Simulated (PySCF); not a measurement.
C₆H₈N (charge +1).
Numbering: `[NH3+:1][c:2]1[cH:3][cH:4][cH:5][cH:6][cH:7]1` (hydrogens: H8, H9, H10 on N1; H11 on C3; H12 on C4; H13 on C5; H14 on C6; H15 on C7)

Theory: core-valence-separated Tamm–Dancoff BHandHLYP/aug-pcX-1 (pcseg-1 on H) in PySCF, non-relativistic, gas phase, PBE0-D3(BJ)/def2-SVP geometry. The energies are unshifted.

(1) List the nitrogen K-edge absorption lines.

(2) Give energies, oscillator strengths and core holes at the C K edge.

Results:

(1) 
```
E (eV)       f  core hole on  main final orbital
402.68  0.0131            N1         LUMO (89 %)
403.25  0.0404            N1       LUMO+1 (41 %)
403.36  0.0485            N1       LUMO+3 (57 %)
405.00  0.0298            N1       LUMO+4 (33 %)
405.08  0.0082            N1       LUMO+2 (40 %)
405.52  0.0034            N1       LUMO+2 (58 %)
406.55  0.0040            N1       LUMO+6 (67 %)
```

The first line with a tenth or more of the strongest one's intensity is at 402.68 eV (f = 0.013), with the hole on N1 (ammonium nitrogen). The strongest listed is at 403.36 eV (f = 0.049; N1).

(2) 
```json
{"E (eV)": "282.70", "f": "0.0470", "core hole on": "C5", "main final orbital": "LUMO+1 (59 %)", "polarisation": "normal to the local trigonal plane"}
{"E (eV)": "282.86", "f": "0.1350", "core hole on": "C4 + C6", "main final orbital": "LUMO+2 (2 roots, f summed)", "polarisation": "–"}
{"E (eV)": "283.19", "f": "0.0596", "core hole on": "C3", "main final orbital": "LUMO+1 (69 %)", "polarisation": "normal to the local trigonal plane"}
{"E (eV)": "283.28", "f": "0.0682", "core hole on": "C7", "main final orbital": "LUMO+2 (78 %)", "polarisation": "normal to the local trigonal plane"}
{"E (eV)": "284.68", "f": "0.0593", "core hole on": "C2", "main final orbital": "LUMO+1 (68 %)", "polarisation": "normal to the local trigonal plane"}
{"E (eV)": "284.91", "f": "0.0000", "core hole on": "C5", "main final orbital": "LUMO+2 (76 %)", "polarisation": "–"}
{"E (eV)": "284.94", "f": "0.0001", "core hole on": "C4", "main final orbital": "LUMO+1 (92 %)", "polarisation": "–"}
{"E (eV)": "284.99", "f": "0.0000", "core hole on": "C6", "main final orbital": "LUMO+2 (62 %)", "polarisation": "–"}
{"E (eV)": "285.49", "f": "0.0002", "core hole on": "C7", "main final orbital": "LUMO+1 (91 %)", "polarisation": "–"}
{"E (eV)": "285.56", "f": "0.0001", "core hole on": "C3", "main final orbital": "LUMO+2 (83 %)", "polarisation": "–"}
{"E (eV)": "286.10", "f": "0.0149", "core hole on": "C3/C7", "main final orbital": "LUMO (2 roots, f summed)", "polarisation": "–"}
{"E (eV)": "286.41", "f": "0.0028", "core hole on": "C4/C6", "main final orbital": "LUMO (2 roots, f summed)", "polarisation": "–"}
{"E (eV)": "286.50", "f": "0.0002", "core hole on": "C5", "main final orbital": "LUMO (98 %)", "polarisation": "–"}
{"E (eV)": "286.67", "f": "0.0346", "core hole on": "C2", "main final orbital": "LUMO (50 %)", "polarisation": "in the local trigonal plane"}
{"E (eV)": "286.76", "f": "0.0188", "core hole on": "C7", "main final orbital": "LUMO+3 (33 %)", "polarisation": "in the local trigonal plane"}
{"E (eV)": "286.82", "f": "0.0190", "core hole on": "C3", "main final orbital": "LUMO+4 (47 %)", "polarisation": "in the local trigonal plane"}
{"E (eV)": "286.91", "f": "0.0150", "core hole on": "C6", "main final orbital": "LUMO+4 (35 %)", "polarisation": "in the local trigonal plane"}
{"E (eV)": "286.94", "f": "0.0167", "core hole on": "C4", "main final orbital": "LUMO+4 (50 %)", "polarisation": "in the local trigonal plane"}
{"E (eV)": "287.01", "f": "0.0200", "core hole on": "C5", "main final orbital": "LUMO+4 (36 %)", "polarisation": "in the local trigonal plane"}
{"E (eV)": "287.01", "f": "0.0001", "core hole on": "C2", "main final orbital": "LUMO+2 (77 %)", "polarisation": "–"}
{"E (eV)": "287.71", "f": "0.0208", "core hole on": "C2", "main final orbital": "LUMO (43 %)", "polarisation": "in the local trigonal plane"}
{"E (eV)": "287.91", "f": "0.0012", "core hole on": "C6", "main final orbital": "LUMO+3 (71 %)", "polarisation": "in the local trigonal plane"}
{"E (eV)": "287.93", "f": "0.0006", "core hole on": "C5", "main final orbital": "LUMO+3 (92 %)", "polarisation": "–"}
{"E (eV)": "287.97", "f": "0.0042", "core hole on": "C3", "main final orbital": "LUMO+5 (79 %)", "polarisation": "normal to the local trigonal plane"}
```

The first line with a tenth or more of the strongest one's intensity is at 282.70 eV (f = 0.047), with the hole on C5 (aromatic CH carbon), polarised normal to the local trigonal plane: a 1s→π* resonance. The strongest listed is at 282.86 eV (f = 0.135, sum of 2; C4 + C6).

Roots within 0.03 eV whose holes lie on the same, on equivalent or on shared atoms are summed into one line, and the highest roots are left out, as the search may have cut off their partners. Final orbitals are the ground state's empty Kohn–Sham orbitals. A dash: too weak, shared between unlike atoms, or no plane or axis to refer to.

Q: What length of transition dipole belongs to the line at 402.68 eV?

A: From f = (2/3) ΔE |μ|² in atomic units, with ΔE = 14.798 Eh and f = 0.0131: |μ| = 0.036 au = 0.09 D.

The list ends where the root search ended, not at a threshold.
